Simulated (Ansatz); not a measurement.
# TaN: the cost of one run

Program: Ansatz 0.2.0. Level of theory: DFT r2SCAN, scalar-relativistic, plane waves, PAW. These are calculated values, not measurements.

3 further runs of the same task are left out: 3 set aside as unsound or not needed.

## 1. The structure to begin with

It takes space group P-6m2 (No. 187, hexagonal). The conventional cell has a = 2.936 Å, b = 2.936 Å, c = 2.885 Å, α = 90.00°, β = 90.00°, γ = 120.00°. Around Ta (site symmetry -6m2) lie 6 N at 2.23 Å. N (site symmetry -6m2) is surrounded by 6 Ta at 2.23 Å.

As a file:

```cif
data_structure
_symmetry_space_group_name_H-M 'P-6m2'
_symmetry_Int_Tables_number 187
_cell_length_a 2.9362
_cell_length_b 2.9362
_cell_length_c 2.8846
_cell_angle_alpha 90.000
_cell_angle_beta 90.000
_cell_angle_gamma 120.000
_cell_volume 21.54
loop_
_atom_site_label
_atom_site_type_symbol
_atom_site_symmetry_multiplicity
_atom_site_Wyckoff_symbol
_atom_site_fract_x
_atom_site_fract_y
_atom_site_fract_z
_atom_site_occupancy
Ta1 Ta 1 d 0.33333 0.66667 0.50000 1
N1 N 1 a 0.00000 0.00000 0.00000 1
```

This cell was relaxed beforehand with the same method: volume 10.77 Å³/atom, gap on the mesh none (metal).

## 2. Cutting the slab

Miller indices refer to the conventional cell of the relaxed bulk, P-6m2 (No. 187): a = 2.936 Å, b = 2.936 Å, c = 2.885 Å, α = 90.00°, β = 90.00°, γ = 120.00°.

A (101) slab, 6.0 Å thick as cut, with 17 Å of vacuum; its outer planes are N (top) and Ta (bottom).

The slab as cut. Its planes from the bottom up:

```
plane  atoms per cell  height over the lowest (Å)
    1             TaN                        0.00
    2             TaN                        1.91
    3             TaN                        3.81
    4             TaN                        5.72
```

## 3. Relaxing the clean slab

Contents of input.yaml:

```yaml
crystal:
  lattice:
    - [2.9361543272, 0.0, 0.0]
    - [-1.4680771636, 3.8453577038, 0.0]
    - [0.0, 0.0, 23.0403695336]
  atoms:
    - { symbol: Ta, position: [0.4321940916, 0.8643881833, 0.3689176941] }
    - { symbol: "N", position: [0.71863291, 0.4372658199, 0.3827158316] }
    - { symbol: Ta, position: [0.1508270016, 0.3016540032, 0.4517065189] }
    - { symbol: "N", position: [0.4372658199, 0.8745316399, 0.4655046563] }
    - { symbol: Ta, position: [0.8694599116, 0.7389198231, 0.5344953437] }
    - { symbol: "N", position: [0.1558987299, 0.3117974598, 0.5482934811] }
    - { symbol: Ta, position: [0.5880928215, 0.1761856431, 0.6172841684] }
    - { symbol: "N", position: [0.8745316399, 0.7490632797, 0.6310823059] }
basis:
  ecutwfc: 500
kpoints:
  mp_grid: { grid: [10, 8, 1] }
hamiltonian:
  xc: r2scan
scf:
  occupations: { method: gaussian, width: 0.1 }
output:
  forces: true
  eigenvalues: true
  write_density: true
  write_potential: true
  elf: true
  volumetric_format: npy
relax:
  adjacent_minimum: "off"
  f_tol: 0.03
  max_steps: 70
  constraints: [{ sites: [0, 1, 2, 3] }]
efield:
  axis: 3
  dipole_correction: true
  ramp_width: 0.04
```

On the command line:

```bash
$ ansatz run input.yaml --threads 2 --pin off --max-ram 5120MiB --backend cpu --events-out ev --progress --plain --runs-dir out
```

**Question.** How long does this run take on 2 threads of Intel Xeon Platinum 8375C at 2.90GHz (Ice Lake), shared host, and how much memory does it need?

About 5.6 min, with a peak of 1.4 GiB.
